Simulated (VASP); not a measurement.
# 2H-WSe2 monolayer and its bilayer, part 6 of 9

Aim: relax 2H-WSe2 monolayer, place its levels against the vacuum, then find how two sheets stack and bind.

VASP 6.6.1, plane waves and PAW; the level of theory is named at each step.

So far. Step 6 (The slab in a field, field 0.1): Energy at zero smearing: -81.29653 eV. Step 7 (With spin-orbit coupling): On this path the gap is direct, 1.42 eV, with the valence top at K and the conduction bottom at K.

### Step 8. A rigid stacking

This step: r2SCAN with rVV10, no spin polarisation; plane waves and PAW (W, Se) (VASP 6.6.1).

System of this step: bilayer of 2H-WSe2 monolayer. The cell holds 6 atoms: 2 W and 4 Se. Its edges and angles: a = 3.295 Å, b = 3.295 Å, c = 26.756 Å, α = 90.0°, β = 90.0°, γ = 120.0°. upper sheet same orientation, shifted by (0.00, 0.00). Vacuum lies along c.

Two rigid sheets are set at a typed distance in several high-symmetry stackings, to find where to start. The upper sheet is shifted or turned in the plane and never flipped over.

INCAR reads:

```
SYSTEM = WSe2
PREC = Normal
ENCUT = 350
EDIFF = 1E-05
NELM = 120
ISMEAR = 0
SIGMA = 0.03
LREAL = .FALSE.
ALGO = Normal
METAGGA = R2SCAN
LUSE_VDW = .TRUE.
IVDW_NL = 2
BPARAM = 11.95
CPARAM = 0.0093
LASPH = .TRUE.
NBANDS = 24
LORBIT = 11
LWAVE = .FALSE.
LCHARG = .FALSE.
KPAR = 4
IDIPOL = 3
LDIPOL = .TRUE.
DIPOL = 0.5 0.5 0.5
```

POSCAR reads:

```
WSe2
1.0
    3.2949711325      0.0000000000      0.0000000000
   -1.6474855662      2.8535287055      0.0000000000
    0.0000000000      0.0000000000     26.7564902800
W Se
2 4
Direct
    0.3333333300      0.6666666700      0.3798750300
    0.3333333300      0.6666666700      0.6201249700
    0.6666666700      0.3333333300      0.3176799300
    0.6666666700      0.3333333300      0.4420701300
    0.6666666700      0.3333333300      0.5579298700
    0.6666666700      0.3333333300      0.6823200700
```

KPOINTS reads:

```
Automatic mesh
0
Gamma
12 12 1
0 0 0
```

Potentials, in the order of the species: W and Se (PBE family, release 64).

The run is started by

```bash
$ mpirun -np 4 vasp_std
```

What it wrote:

```text
[banner, memory and clock lines left out]
running    4 mpi-ranks, on    1 nodes
 distrk:  each k-point on    1 cores,    4 groups
 distr:  one band on    1 cores,    1 groups

 POSCAR found type information on POSCAR W Se
 POSCAR found :  2 types and       6 ions
 [... a notice as in an earlier step ...]

 [... a notice as in an earlier step ...]

 LDA part: xc-table for (None), standard interpolation
 POSCAR, INCAR and KPOINTS ok, starting setup
 FFT: planning ... GRIDC
 FFT: planning ... GRID_SOFT
 FFT: planning ... GRID
 WAVECAR not read
 entering main loop
       N       E                     dE             d eps       ncg     rms          rms(c)
Total rVV10 correction in eV:      0.9078833    50.8315540
Total rVV10 correction in eV:      0.9078833    50.8315540
Total rVV10 correction in eV:      0.9078833    50.8315540
Total rVV10 correction in eV:      0.9078833    50.8315540
DAV:   1     0.937313257028E+02    0.93731E+02   -0.11399E+04   912   0.882E+02
DAV:   2    -0.145067581725E+03   -0.23880E+03   -0.23168E+03  1344   0.211E+02
DAV:   3    -0.167282542722E+03   -0.22215E+02   -0.22045E+02  1200   0.731E+01
DAV:   4    -0.167784342299E+03   -0.50180E+00   -0.49947E+00  1320   0.122E+01
DAV:   5    -0.167795947951E+03   -0.11606E-01   -0.11599E-01  1200   0.168E+00    0.297E+01
Total rVV10 correction in eV:      0.9096973    50.8321461
Total rVV10 correction in eV:      0.9096973    50.8321461
Total rVV10 correction in eV:      0.9096973    50.8321461
Total rVV10 correction in eV:      0.9096973    50.8321461
DAV:   6    -0.162799400868E+03    0.49965E+01   -0.10055E+01  1288   0.157E+01    0.128E+01
Total rVV10 correction in eV:      0.9041242    50.8338154
Total rVV10 correction in eV:      0.9041242    50.8338154
Total rVV10 correction in eV:      0.9041242    50.8338154
Total rVV10 correction in eV:      0.9041242    50.8338154
DAV:   7    -0.162717237725E+03    0.82163E-01   -0.51344E+00  1240   0.130E+01    0.887E+00
Total rVV10 correction in eV:      0.9106991    50.8335472
Total rVV10 correction in eV:      0.9106991    50.8335472
Total rVV10 correction in eV:      0.9106991    50.8335472
Total rVV10 correction in eV:      0.9106991    50.8335472
DAV:   8    -0.162481122972E+03    0.23611E+00   -0.77619E-01  1280   0.562E+00    0.978E-01
Total rVV10 correction in eV:      0.9146550    50.8331331
Total rVV10 correction in eV:      0.9146550    50.8331331
Total rVV10 correction in eV:      0.9146550    50.8331331
Total rVV10 correction in eV:      0.9146550    50.8331331
DAV:   9    -0.162489583579E+03   -0.84606E-02   -0.79535E-02  1168   0.159E+00    0.900E-01
Total rVV10 correction in eV:      0.9185388    50.8329310
Total rVV10 correction in eV:      0.9185388    50.8329310
Total rVV10 correction in eV:      0.9185388    50.8329310
Total rVV10 correction in eV:      0.9185388    50.8329310
DAV:  10    -0.162492721565E+03   -0.31380E-02   -0.12135E-02  1144   0.616E-01    0.380E-01
Total rVV10 correction in eV:      0.9194092    50.8326881
Total rVV10 correction in eV:      0.9194092    50.8326881
Total rVV10 correction in eV:      0.9194092    50.8326881
Total rVV10 correction in eV:      0.9194092    50.8326881
DAV:  11    -0.162493482239E+03   -0.76067E-03   -0.69079E-04  1224   0.151E-01    0.423E-01
Total rVV10 correction in eV:      0.9210047    50.8323595
Total rVV10 correction in eV:      0.9210047    50.8323595
Total rVV10 correction in eV:      0.9210047    50.8323595
Total rVV10 correction in eV:      0.9210047    50.8323595
DAV:  12    -0.162494286967E+03   -0.80473E-03   -0.78707E-04  1112   0.163E-01    0.225E-02
Total rVV10 correction in eV:      0.9213058    50.8321966
Total rVV10 correction in eV:      0.9213058    50.8321966
Total rVV10 correction in eV:      0.9213058    50.8321966
Total rVV10 correction in eV:      0.9213058    50.8321966
DAV:  13    -0.162494490981E+03   -0.20401E-03   -0.57059E-05  1144   0.480E-02    0.277E-02
Total rVV10 correction in eV:      0.9220927    50.8318467
Total rVV10 correction in eV:      0.9220927    50.8318467
Total rVV10 correction in eV:      0.9220927    50.8318467
Total rVV10 correction in eV:      0.9220927    50.8318467
DAV:  14    -0.162495005316E+03   -0.51433E-03   -0.16153E-04  1112   0.709E-02    0.155E-02
Total rVV10 correction in eV:      0.9225694    50.8316226
Total rVV10 correction in eV:      0.9225694    50.8316226
Total rVV10 correction in eV:      0.9225694    50.8316226
Total rVV10 correction in eV:      0.9225694    50.8316226
DAV:  15    -0.162495346301E+03   -0.34099E-03   -0.90613E-05  1088   0.551E-02    0.214E-02
Total rVV10 correction in eV:      0.9226923    50.8315594
Total rVV10 correction in eV:      0.9226923    50.8315594
Total rVV10 correction in eV:      0.9226923    50.8315594
Total rVV10 correction in eV:      0.9226923    50.8315594
DAV:  16    -0.162495462765E+03   -0.11646E-03   -0.28639E-05   872   0.340E-02    0.844E-03
Total rVV10 correction in eV:      0.9228078    50.8315534
Total rVV10 correction in eV:      0.9228078    50.8315534
Total rVV10 correction in eV:      0.9228078    50.8315534
Total rVV10 correction in eV:      0.9228078    50.8315534
DAV:  17    -0.162495561546E+03   -0.98781E-04   -0.33937E-05   920   0.275E-02    0.252E-03
Total rVV10 correction in eV:      0.9227928    50.8315625
Total rVV10 correction in eV:      0.9227928    50.8315625
Total rVV10 correction in eV:      0.9227928    50.8315625
Total rVV10 correction in eV:      0.9227928    50.8315625
DAV:  18    -0.162495604849E+03   -0.43303E-04   -0.34259E-05   880   0.221E-02    0.506E-03
Total rVV10 correction in eV:      0.9227853    50.8315771
Total rVV10 correction in eV:      0.9227853    50.8315771
Total rVV10 correction in eV:      0.9227853    50.8315771
Total rVV10 correction in eV:      0.9227853    50.8315771
DAV:  19    -0.162495623317E+03   -0.18468E-04   -0.19335E-06   776   0.924E-03    0.251E-03
Total rVV10 correction in eV:      0.9227736    50.8315874
Total rVV10 correction in eV:      0.9227736    50.8315874
Total rVV10 correction in eV:      0.9227736    50.8315874
Total rVV10 correction in eV:      0.9227736    50.8315874
DAV:  20    -0.162495646345E+03   -0.23028E-04   -0.14426E-06   688   0.824E-03    0.827E-04
Total rVV10 correction in eV:      0.9227728    50.8315876
Total rVV10 correction in eV:      0.9227728    50.8315876
Total rVV10 correction in eV:      0.9227728    50.8315876
Total rVV10 correction in eV:      0.9227728    50.8315876
DAV:  21    -0.162495658543E+03   -0.12198E-04   -0.86289E-07   696   0.527E-03    0.110E-03
Total rVV10 correction in eV:      0.9227697    50.8315788
Total rVV10 correction in eV:      0.9227697    50.8315788
Total rVV10 correction in eV:      0.9227697    50.8315788
Total rVV10 correction in eV:      0.9227697    50.8315788
DAV:  22    -0.162495666064E+03   -0.75215E-05   -0.59832E-07   688   0.411E-03
Total rVV10 correction in eV:      0.9227696    50.8315754
Total rVV10 correction in eV:      0.9227696    50.8315754
Total rVV10 correction in eV:      0.9227696    50.8315754
Total rVV10 correction in eV:      0.9227696    50.8315754
Total rVV10 correction in eV:      0.9227686    50.8315792
Total rVV10 correction in eV:      0.9227686    50.8315792
Total rVV10 correction in eV:      0.9227686    50.8315792
Total rVV10 correction in eV:      0.9227686    50.8315792
   1 F= -.16249567E+03 E0= -.16249567E+03  d E =-.192874E-16
```

It took 86 s on 4 MPI ranks of AMD EPYC 9R45, shared host; peak memory 1.3 GiB.

From OUTCAR (step 8):

```text
   k-points           NKPTS =     19   k-points in BZ     NKDIM =     19   number of bands    NBANDS=     24

   ENCUT  =  350.0 eV  25.72 Ry    5.07 a.u.   5.03  5.03 40.81*2*pi/ulx,y,z

   NELECT =      36.0000    total number of electrons

 E-fermi :   0.0943

 k-point     1 :       0.0000    0.0000    0.0000
  band No.  band energies     occupation
    ...
     14      -1.8221      2.00000
     15      -1.7754      2.00000
     16      -1.7754      2.00000
     17      -0.9929      2.00000
     18      -0.0685      2.00000
     19       2.5428      0.00000
     20       2.5428      0.00000
     21       2.7395      0.00000
     22       2.7395      0.00000
     23       2.8135      0.00000
    ...

  Total        0.1830574      0.1830574      3.2513189      0.0000000      0.0000000      0.0000000
  in kB        1.1658291      1.1658291     20.7065213      0.0000000      0.0000000      0.0000000
  external PRESSURE =       7.6793932 kB  Pullay stress =       0.0000000 kB

 POSITION                                       TOTAL-FORCE (eV/Angst)
 -----------------------------------------------------------------------------------
     -0.00000      1.90235     10.16412        -0.000000     -0.000000     -0.146386
     -0.00000      1.90235     16.59237        -0.000000     -0.000000      0.146386
      1.64749      0.95118      8.50000         0.000000      0.000000     -0.032450
      1.64749      0.95118     11.82825        -0.000000     -0.000000     -0.691349
      1.64749      0.95118     14.92825        -0.000000     -0.000000      0.691349
      1.64749      0.95118     18.25649         0.000000      0.000000      0.032450
 -----------------------------------------------------------------------------------
    total drift:                               -0.000028      0.000016      0.000000

  FREE ENERGIE OF THE ION-ELECTRON SYSTEM (eV)
  ---------------------------------------------------
  free  energy   TOTEN  =      -162.4956660644 eV

  energy  without entropy=     -162.4956660644  energy(sigma->0) =     -162.49566606

 vacuum level on the upper side and lower side of the slab         4.887         4.887

[... 3 parts as in an earlier step ...]

[... 13 further parts left out ...]
```

This step gave:

| Item | Value |
| --- | --- |
| electronic cycles | 22 |
| electrons | 36 |
| free energy (TOTEN) | -162.4957 eV |
| Fermi energy | 0.0943 eV |
| gap on the k-mesh | 1.199 eV |
| least direct gap on the k-mesh | 1.653 eV |

Force by atom:

| atom | x (eV/Å) | y (eV/Å) | z (eV/Å) | size |
| --- | --- | --- | --- | --- |
| W1 | 0.000 | 0.000 | -0.146 | 0.146 |
| W2 | 0.000 | 0.000 | 0.146 | 0.146 |
| Se3 | 0.000 | 0.000 | -0.032 | 0.032 |
| Se4 | 0.000 | 0.000 | -0.691 | 0.691 |
| Se5 | 0.000 | 0.000 | 0.691 | 0.691 |
| Se6 | 0.000 | 0.000 | 0.032 | 0.032 |

Energy at zero smearing: -162.49567 eV.

### Step 9. A rigid stacking

INCAR is that of step 8.

POSCAR reads:

```
WSe2
1.0
    3.2949711325      0.0000000000      0.0000000000
   -1.6474855662      2.8535287055      0.0000000000
    0.0000000000      0.0000000000     26.7564902800
W Se
2 4
Direct
    0.3333333300      0.6666666700      0.3798750300
    0.6666666700      0.3333333300      0.6201249700
    0.6666666700      0.3333333300      0.3176799300
    0.6666666700      0.3333333300      0.4420701300
    0.0000000000      1.0000000000      0.5579298700
    0.0000000000      1.0000000000      0.6823200700
```

KPOINTS is that of step 8.

The run is started by

```bash
$ mpirun -np 4 vasp_std
```

What it wrote:

```text
[... set-up lines as in an earlier step ...]
 entering main loop
       N       E                     dE             d eps       ncg     rms          rms(c)
Total rVV10 correction in eV:      0.9063520    50.8315529
Total rVV10 correction in eV:      0.9063520    50.8315529
Total rVV10 correction in eV:      0.9063520    50.8315529
Total rVV10 correction in eV:      0.9063520    50.8315529
DAV:   1     0.940303449936E+02    0.94030E+02   -0.11396E+04   912   0.882E+02
DAV:   2    -0.145839040780E+03   -0.23987E+03   -0.23398E+03  1416   0.211E+02
DAV:   3    -0.167531528303E+03   -0.21692E+02   -0.21560E+02  1184   0.721E+01
DAV:   4    -0.167999571869E+03   -0.46804E+00   -0.46607E+00  1264   0.119E+01
DAV:   5    -0.168012252057E+03   -0.12680E-01   -0.12670E-01  1192   0.177E+00    0.296E+01
Total rVV10 correction in eV:      0.9069563    50.8322669
Total rVV10 correction in eV:      0.9069563    50.8322669
Total rVV10 correction in eV:      0.9069563    50.8322669
Total rVV10 correction in eV:      0.9069563    50.8322669
[...]
Total rVV10 correction in eV:      0.9171872    50.8315687
DAV:  20    -0.162780094614E+03   -0.12570E-04   -0.89275E-07   616   0.697E-03    0.175E-03
Total rVV10 correction in eV:      0.9171786    50.8315702
Total rVV10 correction in eV:      0.9171786    50.8315702
Total rVV10 correction in eV:      0.9171786    50.8315702
Total rVV10 correction in eV:      0.9171786    50.8315702
DAV:  21    -0.162780110746E+03   -0.16131E-04   -0.99733E-07   664   0.659E-03    0.788E-04
Total rVV10 correction in eV:      0.9171707    50.8315780
Total rVV10 correction in eV:      0.9171707    50.8315780
Total rVV10 correction in eV:      0.9171707    50.8315780
Total rVV10 correction in eV:      0.9171707    50.8315780
DAV:  22    -0.162780111574E+03   -0.82848E-06   -0.35144E-07   536   0.353E-03
Total rVV10 correction in eV:      0.9171662    50.8315714
Total rVV10 correction in eV:      0.9171662    50.8315714
Total rVV10 correction in eV:      0.9171662    50.8315714
Total rVV10 correction in eV:      0.9171662    50.8315714
Total rVV10 correction in eV:      0.9171662    50.8315733
Total rVV10 correction in eV:      0.9171662    50.8315733
Total rVV10 correction in eV:      0.9171662    50.8315733
Total rVV10 correction in eV:      0.9171662    50.8315733
   1 F= -.16278011E+03 E0= -.16278011E+03  d E =-.132752E-17
```

It took 86 s on 4 MPI ranks; peak memory 1.3 GiB.

Parts of OUTCAR (step 9):

```text
  Total        0.2264558      0.2264558      0.3173825      0.0000000      0.0000000      0.0000000
  in kB        1.4422182      1.4422182      2.0212990      0.0000000      0.0000000      0.0000000
  external PRESSURE =       1.6352451 kB  Pullay stress =       0.0000000 kB

 POSITION                                       TOTAL-FORCE (eV/Angst)
 -----------------------------------------------------------------------------------
     -0.00000      1.90235     10.16412        -0.000000      0.000000     -0.007065
      1.64749      0.95118     16.59237        -0.000000      0.000000      0.039557
      1.64749      0.95118      8.50000         0.000000     -0.000000     -0.022154
      1.64749      0.95118     11.82825         0.000000     -0.000000     -0.061216
      0.00000      0.00000     14.92825        -0.000000      0.000000      0.038787
      0.00000      0.00000     18.25649        -0.000000      0.000000      0.012092
 -----------------------------------------------------------------------------------
    total drift:                               -0.000010      0.000005      0.001573

  FREE ENERGIE OF THE ION-ELECTRON SYSTEM (eV)
  ---------------------------------------------------
  free  energy   TOTEN  =      -162.7801115740 eV

  energy  without entropy=     -162.7801115740  energy(sigma->0) =     -162.78011157

[... 2 parts as in an earlier step ...]

[... 1 further part left out ...]
[key lines of the parts left out:]
E-fermi :  -0.0631
```

Energy at zero smearing: -162.78011 eV.

### Step 10. A rigid stacking

INCAR is that of step 9.

POSCAR, as its differences from that of step 9:

```diff
@@ -12,3 +12,3 @@
     0.6666666700      0.3333333300      0.4420701300
-    0.0000000000      1.0000000000      0.5579298700
-    0.0000000000      1.0000000000      0.6823200700
+    0.3333333300      0.6666666700      0.5579298700
+    0.3333333300      0.6666666700      0.6823200700
```

KPOINTS is that of step 9.

The run is started by

```bash
$ mpirun -np 4 vasp_std
```

What it wrote:

```text
[... set-up lines as in an earlier step ...]
 entering main loop
       N       E                     dE             d eps       ncg     rms          rms(c)
Total rVV10 correction in eV:      0.9063824    50.8315537
Total rVV10 correction in eV:      0.9063824    50.8315537
Total rVV10 correction in eV:      0.9063824    50.8315537
Total rVV10 correction in eV:      0.9063824    50.8315537
DAV:   1     0.944561706272E+02    0.94456E+02   -0.11412E+04   912   0.884E+02
DAV:   2    -0.144780313139E+03   -0.23924E+03   -0.23238E+03  1352   0.210E+02
DAV:   3    -0.167495745799E+03   -0.22715E+02   -0.22560E+02  1192   0.736E+01
DAV:   4    -0.168009128888E+03   -0.51338E+00   -0.51089E+00  1288   0.125E+01
DAV:   5    -0.168021140235E+03   -0.12011E-01   -0.11999E-01  1176   0.176E+00    0.296E+01
Total rVV10 correction in eV:      0.9067899    50.8322571
Total rVV10 correction in eV:      0.9067899    50.8322571
Total rVV10 correction in eV:      0.9067899    50.8322571
Total rVV10 correction in eV:      0.9067899    50.8322571
[...]
Total rVV10 correction in eV:      0.9166833    50.8315797
DAV:  21    -0.162787064279E+03   -0.20770E-04   -0.81868E-07   656   0.580E-03    0.642E-04
Total rVV10 correction in eV:      0.9166795    50.8315799
Total rVV10 correction in eV:      0.9166795    50.8315799
Total rVV10 correction in eV:      0.9166795    50.8315799
Total rVV10 correction in eV:      0.9166795    50.8315799
DAV:  22    -0.162787076935E+03   -0.12657E-04   -0.10887E-06   688   0.746E-03    0.942E-04
Total rVV10 correction in eV:      0.9166793    50.8315743
Total rVV10 correction in eV:      0.9166793    50.8315743
Total rVV10 correction in eV:      0.9166793    50.8315743
Total rVV10 correction in eV:      0.9166793    50.8315743
DAV:  23    -0.162787074523E+03    0.24127E-05   -0.40324E-07   552   0.580E-03
Total rVV10 correction in eV:      0.9166791    50.8315720
Total rVV10 correction in eV:      0.9166791    50.8315720
Total rVV10 correction in eV:      0.9166791    50.8315720
Total rVV10 correction in eV:      0.9166791    50.8315720
Total rVV10 correction in eV:      0.9166786    50.8315737
Total rVV10 correction in eV:      0.9166786    50.8315737
Total rVV10 correction in eV:      0.9166786    50.8315737
Total rVV10 correction in eV:      0.9166786    50.8315737
   1 F= -.16278707E+03 E0= -.16278707E+03  d E =-.104342E-19
```

Run time: 91 s. Hardware: 4 MPI ranks; peak memory 1.3 GiB; 6 min of CPU time.

OUTCAR, selected parts (step 10):

```text
  Total        0.1384785      0.1384785      0.3667171      0.0000000      0.0000000     -0.0000000
  in kB        0.8819212      0.8819212      2.3354942      0.0000000      0.0000000     -0.0000000
  external PRESSURE =       1.3664455 kB  Pullay stress =       0.0000000 kB

 POSITION                                       TOTAL-FORCE (eV/Angst)
 -----------------------------------------------------------------------------------
     -0.00000      1.90235     10.16412         0.000000     -0.000000     -0.041823
      1.64749      0.95118     16.59237        -0.000000      0.000000      0.041823
      1.64749      0.95118      8.50000         0.000000     -0.000000     -0.014214
      1.64749      0.95118     11.82825         0.000000      0.000000     -0.034461
     -0.00000      1.90235     14.92825        -0.000000     -0.000000      0.034461
     -0.00000      1.90235     18.25649        -0.000000      0.000000      0.014214
 -----------------------------------------------------------------------------------
    total drift:                               -0.000000     -0.000000      0.000000

  FREE ENERGIE OF THE ION-ELECTRON SYSTEM (eV)
  ---------------------------------------------------
  free  energy   TOTEN  =      -162.7870745228 eV

  energy  without entropy=     -162.7870745228  energy(sigma->0) =     -162.78707452

[... 2 parts as in an earlier step ...]

[... 1 further part left out ...]
[key lines of the parts left out:]
E-fermi :  -0.0625
```

Energy at zero smearing: -162.78707 eV.

(Part 6 of 9 ends here.)

[Lines on the potential files, build, host, timing and source positions are cut from VASP's logs without a mark.]

[Logs are printed without paths, hosts, clocks, repeated set-up lines and the standing remarks that a program may print on its own settings, such as how far it seeks lower states.]

[Hosts, paths, dates, database ids (printed as entryN), source tags and the programs' standing remarks are cut or masked in the printed files.]

[Runs that stopped without an error message from VASP are left out.]
